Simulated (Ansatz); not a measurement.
# ZnH3Se: the cost of one run

Computed with Ansatz 0.2.0 (DFT PBE, scalar-relativistic, plane waves, PAW, unless a step's input says otherwise).

2 further runs of the same task are left out: 2 set aside as unsound or not needed. Runs told in other sessions of the task aren't counted.

### Step 1. The structure to begin with

It takes space group F-43m (No. 216, cubic). The conventional cell has a = 5.732 Å, b = 5.732 Å, c = 5.732 Å, α = 90.00°, β = 90.00°, γ = 90.00°. Zn (site symmetry -43m) has 4 Se at 2.48 Å in its first shell of neighbours. Se (site symmetry -43m) is surrounded by 4 Zn at 2.48 Å.

Coordinates:

```xyz
2
Lattice="0.0000 2.8659 2.8659 2.8659 0.0000 2.8659 2.8659 2.8659 0.0000" Properties=species:S:1:pos:R:3 pbc="T T T"
Zn    0.0000    0.0000    0.0000
Se    1.4330    1.4330    1.4330
```

It is the result of an earlier relaxation at this level (volume 23.54 Å³/atom; gap on the mesh: 1.15 eV).

### Step 2. The [110] wire, 4 host atoms a period with H caps

The wire is cut from the relaxed crystal, periodic along c with vacuum across. Atoms and period relax; energies count from the bulk, -4394.7682 eV an atom. Each H cap counts from half an H2 molecule (-15.872 eV in a separate run).

The cell holds 2 Zn, 2 Se, 6 H: a = 13.600 Å, b = 15.300 Å, c = 4.053 Å, α = 90.00°, β = 90.00°, γ = 90.00°.

### Step 3. The relaxation run

Pressure and volume refer to the whole cell with its vacuum; only the period along c may change.

input.yaml reads:

```yaml
crystal:
  lattice:
    - [13.6, 0.0, 0.0]
    - [0.0, 15.3, 0.0]
    - [0.0, 0.0, 4.0530231295]
  atoms:
    - { symbol: Zn, position: [0.5745041016, 0.5483381729, 0.0] }
    - { symbol: Se, position: [0.5745041016, 0.6419956938, 0.5] }
    - { symbol: Zn, position: [0.4254958984, 0.3610231311, 0.5] }
    - { symbol: Se, position: [0.4254958984, 0.454680652, 0.0] }
    - { symbol: H, position: [0.6675606973, 0.4898484398, 0.0] }
    - { symbol: H, position: [0.4862504271, 0.697466602, 0.5] }
    - { symbol: H, position: [0.6627577762, 0.697466602, 0.5] }
    - { symbol: H, position: [0.518552494, 0.302533398, 0.5] }
    - { symbol: H, position: [0.3324393027, 0.302533398, 0.5] }
    - { symbol: H, position: [0.3372422238, 0.5101515602, 0.0] }
basis:
  ecutwfc: 420
kpoints:
  mp_grid: { grid: [1, 1, 8] }
hamiltonian:
  xc: pbe
scf:
  occupations: { method: gaussian, width: 0.05 }
output:
  forces: true
  stress: true
  eigenvalues: true
  populations: true
  write_density: true
  write_potential: true
  elf: true
  volumetric_format: npy
relax:
  adjacent_minimum: "off"
  f_tol: 0.02
  max_steps: 45
  cell: { fix: [a, b, alpha, beta, gamma], stress_tol: 0.03 }
```

Started as:

```sh
$ ansatz run input.yaml --threads 4 --pin off --max-ram 11264MiB --backend cpu --events-out ev --progress --plain --runs-dir out
```

**Question.** How long does this run take on 4 threads of AMD EPYC 7R43 (Zen 3), shared host, and how much memory does it need?

About 5.9 min, with a peak of 1.5 GiB.
